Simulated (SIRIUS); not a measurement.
**BAs under changes of volume**

One of the cells (13.626 Å³/atom); the others are scaled copies at fixed shape and fractional positions:

```xyz
2
Lattice="0.0000 2.3885 2.3885 2.3885 0.0000 2.3885 2.3885 2.3885 0.0000" Properties=species:S:1:pos:R:3 pbc="T T T"
As    3.5827    3.5827    3.5827
B     0.0000    0.0000    0.0000
```

- Program: SIRIUS 7.12.0
- Functional: PBEsol
- Potentials or basis: all-electron FP-LAPW
- Cutoff: 228 eV
- Basis: apw+lo standard
- k mesh: 10 × 10 × 10
- Occupations: fermi-dirac, width 0.05 eV
- Spin: no spin polarisation

| volume (Å³/atom) | energy over the lowest point (meV/atom) | gap on the mesh (eV) |
| --- | --- | --- |
| 12.809 | 19.08 | 1.02 |
| 13.081 | 7.25 | 1.04 |
| 13.354 | 0.99 | 1.07 |
| 13.626 | 0.00 | 1.09 |
| 13.899 | 3.65 | 1.10 |
| 14.171 | 11.52 | 1.12 |
| 14.444 | ? | ? |

Problem. What does the run at 14.444 Å³/atom give?

Solution. Energy over the lowest point 23.20 meV/atom; gap on the mesh 1.14 eV.

Worked out: A Birch-Murnaghan fit of order 3 (a polynomial in V^(-2/3)) to the other rows has its minimum at 13.55 Å³/atom with B0 = V·E''(V) = 141 GPa and B' = 3.8. It gives 23.30 meV/atom at 14.444 Å³/atom, against the run's 23.20. A straight line through the other rows of the gap, of slope 0.991 eV per unit of ln V, extrapolates to 1.14 eV, against the run's 1.14.

Energies are extrapolated to zero smearing.

A mesh can miss the band edges. Spin-orbit coupling on As is left out.
